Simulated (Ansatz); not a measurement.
# HfO2: the cost of one run

Method: DFT PBE, scalar-relativistic, plane waves, PAW, in Ansatz 0.2.0.

### 1 The starting structure

Symmetry: Pca2_1, No. 29, orthorhombic system. Conventional cell: a = 5.219 Å, b = 5.005 Å, c = 5.033 Å, α = 90.00°, β = 90.00°, γ = 90.00°. Around Hf (site symmetry 1) lie 7 O at 2.02 to 2.23 Å. Around O (site symmetry 1) lie 3 Hf at 2.02 to 2.13 Å. Around O (site symmetry 1) lie 4 Hf at 2.11 to 2.23 Å.

As a file:

```
CELL_PARAMETERS angstrom
-5.21946 5.00476 5.03268
5.21946 -5.00476 5.03268
5.21946 5.00476 -5.03268
ATOMIC_POSITIONS crystal
Hf 0.25446 0.13722 0.15024
Hf 0.75446 0.63722 0.15024
Hf 0.75446 0.13722 0.65024
Hf 0.25446 0.63722 0.65024
Hf 0.00446 0.10422 0.36724
Hf 0.50446 0.60422 0.36724
Hf 0.50446 0.10422 0.86724
Hf 0.00446 0.60422 0.86724
Hf 0.98698 0.38722 0.13276
Hf 0.48698 0.88722 0.13276
Hf 0.48698 0.38722 0.63276
Hf 0.98698 0.88722 0.63276
Hf 0.73698 0.35422 0.34976
Hf 0.23698 0.85422 0.34976
Hf 0.23698 0.35422 0.84976
Hf 0.73698 0.85422 0.84976
O 0.22531 0.37357 0.21961
O 0.72531 0.87357 0.21961
O 0.72531 0.37357 0.71961
O 0.22531 0.87357 0.71961
O 0.97531 0.00570 0.10174
O 0.47531 0.50570 0.10174
O 0.47531 0.00570 0.60174
O 0.97531 0.50570 0.60174
O 0.47620 0.11312 0.09703
O 0.97620 0.61312 0.09703
O 0.97620 0.11312 0.59703
O 0.47620 0.61312 0.59703
O 0.72620 0.37917 0.11308
O 0.22620 0.87917 0.11308
O 0.22620 0.37917 0.61308
O 0.72620 0.87917 0.61308
O 0.26609 0.12917 0.40297
O 0.76609 0.62917 0.40297
O 0.76609 0.12917 0.90297
O 0.26609 0.62917 0.90297
O 0.51609 0.36312 0.38692
O 0.01609 0.86312 0.38692
O 0.01609 0.36312 0.88692
O 0.51609 0.86312 0.88692
O 0.65396 0.12357 0.39826
O 0.15396 0.62357 0.39826
O 0.15396 0.12357 0.89826
O 0.65396 0.62357 0.89826
O 0.90396 0.25570 0.28039
O 0.40396 0.75570 0.28039
O 0.40396 0.25570 0.78039
O 0.90396 0.75570 0.78039
```

The runs take a perfect supercell of 48 atoms; the defect goes to fractional position (0.225, 0.374, 0.220).

### 2 The perfect supercell

The input, input.yaml:

```yaml
crystal:
  lattice:
    - [-5.219463, 5.004764, 5.032685]
    - [5.219463, -5.004764, 5.032685]
    - [5.219463, 5.004764, -5.032685]
  atoms:
    - { symbol: Hf, position: [0.25446, 0.137223, 0.150243] }
    - { symbol: Hf, position: [0.75446, 0.637223, 0.150243] }
    - { symbol: Hf, position: [0.75446, 0.137223, 0.650243] }
    - { symbol: Hf, position: [0.25446, 0.637223, 0.650243] }
    - { symbol: Hf, position: [0.00446, 0.104217, 0.367237] }
    - { symbol: Hf, position: [0.50446, 0.604217, 0.367237] }
    - { symbol: Hf, position: [0.50446, 0.104217, 0.867237] }
    - { symbol: Hf, position: [0.00446, 0.604217, 0.867237] }
    - { symbol: Hf, position: [0.986981, 0.387223, 0.132763] }
    - { symbol: Hf, position: [0.486981, 0.887223, 0.132763] }
    - { symbol: Hf, position: [0.486981, 0.387223, 0.632763] }
    - { symbol: Hf, position: [0.986981, 0.887223, 0.632763] }
    - { symbol: Hf, position: [0.736981, 0.354217, 0.349757] }
    - { symbol: Hf, position: [0.236981, 0.854217, 0.349757] }
    - { symbol: Hf, position: [0.236981, 0.354217, 0.849757] }
    - { symbol: Hf, position: [0.736981, 0.854217, 0.849757] }
    - { symbol: O, position: [0.225311, 0.37357, 0.219614] }
    - { symbol: O, position: [0.725311, 0.87357, 0.219614] }
    - { symbol: O, position: [0.725311, 0.37357, 0.719614] }
    - { symbol: O, position: [0.225311, 0.87357, 0.719614] }
    - { symbol: O, position: [0.975311, 0.005697, 0.101741] }
    - { symbol: O, position: [0.475311, 0.505697, 0.101741] }
    - { symbol: O, position: [0.475311, 0.005697, 0.601741] }
    - { symbol: O, position: [0.975311, 0.505697, 0.601741] }
    - { symbol: O, position: [0.476205, 0.11312, 0.097033] }
    - { symbol: O, position: [0.976205, 0.61312, 0.097033] }
    - { symbol: O, position: [0.976205, 0.11312, 0.597033] }
    - { symbol: O, position: [0.476205, 0.61312, 0.597033] }
    - { symbol: O, position: [0.726205, 0.379172, 0.113084] }
    - { symbol: O, position: [0.226205, 0.879172, 0.113084] }
    - { symbol: O, position: [0.226205, 0.379172, 0.613084] }
    - { symbol: O, position: [0.726205, 0.879172, 0.613084] }
    - { symbol: O, position: [0.266088, 0.129172, 0.402967] }
    - { symbol: O, position: [0.766088, 0.629172, 0.402967] }
    - { symbol: O, position: [0.766088, 0.129172, 0.902967] }
    - { symbol: O, position: [0.266088, 0.629172, 0.902967] }
    - { symbol: O, position: [0.516088, 0.36312, 0.386916] }
    - { symbol: O, position: [0.016088, 0.86312, 0.386916] }
    - { symbol: O, position: [0.016088, 0.36312, 0.886916] }
    - { symbol: O, position: [0.516088, 0.86312, 0.886916] }
    - { symbol: O, position: [0.653956, 0.12357, 0.398259] }
    - { symbol: O, position: [0.153956, 0.62357, 0.398259] }
    - { symbol: O, position: [0.153956, 0.12357, 0.898259] }
    - { symbol: O, position: [0.653956, 0.62357, 0.898259] }
    - { symbol: O, position: [0.903956, 0.255697, 0.280386] }
    - { symbol: O, position: [0.403956, 0.755697, 0.280386] }
    - { symbol: O, position: [0.403956, 0.255697, 0.780386] }
    - { symbol: O, position: [0.903956, 0.755697, 0.780386] }
basis:
  ecutwfc: 420
  fft_grid_basis: typed
kpoints:
  mp_grid: { grid: [2, 2, 2] }
hamiltonian:
  xc: pbe
  pseudopotentials: { kind: paw }
scf:
  occupations: { method: gaussian, width: 0.05 }
output:
  forces: true
  stress: false
  eigenvalues: true
  bader: false
  write_density: true
  volumetric_format: npy
```

Run with:

```
$ ansatz run input.yaml --threads 4 --pin off --max-ram 10240MiB --backend cpu --events-out ev --progress --plain --runs-dir out
```

What time and memory should one allow on 4 threads of Intel Xeon Platinum 8259CL at 2.50GHz (Skylake/Cascade Lake), shared host?

About 17 s, with a peak of 3.7 GiB.
